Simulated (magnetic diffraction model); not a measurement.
# Moment size from magnetic intensity in CaCuSO

Space group P2_12_12 (no. 18), a = 5.9300 Å, b = 12.3170 Å, c = 3.4640 Å.

| site | atom | x | y | z |
| --- | --- | --- | --- | --- |
| 4c | Cu | 0.5166 | 0.1248 | 0.0090 |
| 4c | Ca | 0.5253 | 0.3617 | 0.4984 |
| 4c | S | 0.7378 | 0.7406 | 0.0013 |
| 4c | O | 0.2511 | 0.5097 | 0.9768 |

This is a made-up structure (elements placed in a structure type, unrelaxed), so the numbers test the method and describe no known phase.

Only Cu is taken to order (form factors of Cu2+); orders and moment sizes are assumed, and not adapted to the symmetry. Radiation: neutrons of λ = 1.8 Å, 8° to 40°; isotropic B of 0.68 Å² (Cu), 0.56 Å² (Ca), 0.85 Å² (S) and 0.85 Å² (O). Simulated constant-wavelength pattern: nuclear and magnetic terms add, the magnetic one as |2.695 fm × Σ f S⊥ exp(2πi Q·r) exp(−B s²)|², summed over all Q at one angle with the factor 1/(sin²θ cos θ). For collinear order S is the moment m, which repeats by lattice and centring translations R with the sign exp(−2πi k·R). Free-ion form factors, Sears's scattering lengths of 1992, no absorption; a label names one of the reflections at its angle. The strongest nuclear line in the range is 100, and lines under 0.2 are left out.

In a first state the assumed order is k = (1/2 1/2 0), collinear moments along [101], 0.93 μB on Cu; signs + at (0.5166, 0.1248, 0.0090), − at (0.9834, 0.6248, 0.9910), − at (0.0166, 0.3752, 0.9910), + at (0.4834, 0.8752, 0.0090), with this pattern:

```
2θ (°)         index  nuclear  magnetic
  9.66   (1/2 1/2 0)      0.0       1.7
 15.32  (1/2 -3/2 0)      0.0       7.1
 16.81       (0 2 0)      7.4       0.0
 19.39       (1 1 0)     13.6       0.0
 22.82   (1/2 5/2 0)      0.0       3.5
 29.27   (3/2 3/2 0)      0.0       0.8
 30.12       (0 0 1)     67.2       0.0
 30.93       (1 3 0)      1.9       0.0
 30.94   (1/2 7/2 0)      0.0       0.3
 31.32       (0 1 1)      1.2       0.0
 31.70   (1/2 1/2 1)      0.0       0.4
 33.94  (3/2 -5/2 0)      0.0       0.8
 33.96  (1/2 -3/2 1)      0.0       2.2
 33.99       (0 4 0)      5.8       0.0
 34.69       (0 2 1)     10.3       0.0
 35.34       (2 0 0)      4.4       0.0
```
(The table stops after 16 lines; 6 more lie at higher angle.)

**Question.** Nearer the ordering temperature the line at 15.32° has total intensity 1.8 on the same scale, and all moments have shrunk alike. How large is the Cu moment?

The nuclear part, 0.0, stays, so the magnetic part is 1.8 against 7.1. It goes as m², so m = 0.93 × √(1.8/7.1) = 0.47 μB; the value used was 0.47 μB.

[Logs are printed without paths, hosts, clocks, repeated set-up lines and the standing remarks that a program may print on its own settings, such as how far it seeks lower states.]
